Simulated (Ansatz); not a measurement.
Theory: DFT PBE, scalar-relativistic, plane waves, PAW (Ansatz 0.2.0). Settings: cutoff 420 eV, Γ-centred meshes spaced at most about 0.3 Å⁻¹, and about 0.25 Å⁻¹ or finer for metals (2π included), Gaussian smearing. No spin polarisation.

These are static total energies at zero pressure.

Problem. Order these relaxed structures of B₂P by energy, lowest first, with the energy over the lowest of them.
1.

```
B P
1.0
     5.31221    0.00000    0.00000
     0.00000    3.17001    0.00000
    -2.35564    0.00000    4.76650
B P
4 2
Direct
  0.05193 0.00000 0.69682
  0.93868 0.50000 0.10022
  0.02274 0.00000 0.04276
  0.34604 0.00000 0.00899
  0.95641 0.50000 0.48837
  0.55591 0.50000 0.08635
```

2.

```
B P
1.0
     3.98097    0.00000    0.00000
     0.00000    4.93739    0.00000
     0.00000    0.00000    3.09292
B P
4 2
Cartesian
  0.6753 1.9652 0.0000
  3.3057 2.9721 0.0000
  2.6658 0.5034 1.5465
  1.3152 4.4339 1.5465
  0.0000 0.0000 0.0000
  1.9905 2.4687 1.5465
```

Solution. 1 (0 meV/atom), 2 (458 meV/atom). Forms: cell 1 Pm; cell 2 anti-marcasite type, Pnnm. Counting P atoms around B (those within 1.25 times the shortest such distance or 1.15 times the sum of covalent radii; the shortest distance is added where it is long for a bond; a slash parts the counts of unlike sites): cell 1 has B 2/8 from 3.0 Å; cell 2 has B 3. Cell 1 holds B–B chains (shortest 1.70 Å) and P–P pairs (shortest 2.25 Å); cell 2 holds B–B pairs (shortest 1.68 Å). Both come from invented guesses. The lowest form computed isn't among them: it has space group P1 (No. 1), 9.9 Å³/atom and lies 230 meV/atom below the best shown. Even the lowest of the cells shown lies +0.23 eV/atom against the elements.

Cells relaxed within their symmetry can be saddle points. Some candidate types were left out of the draw beforehand, so a known form may be missing.
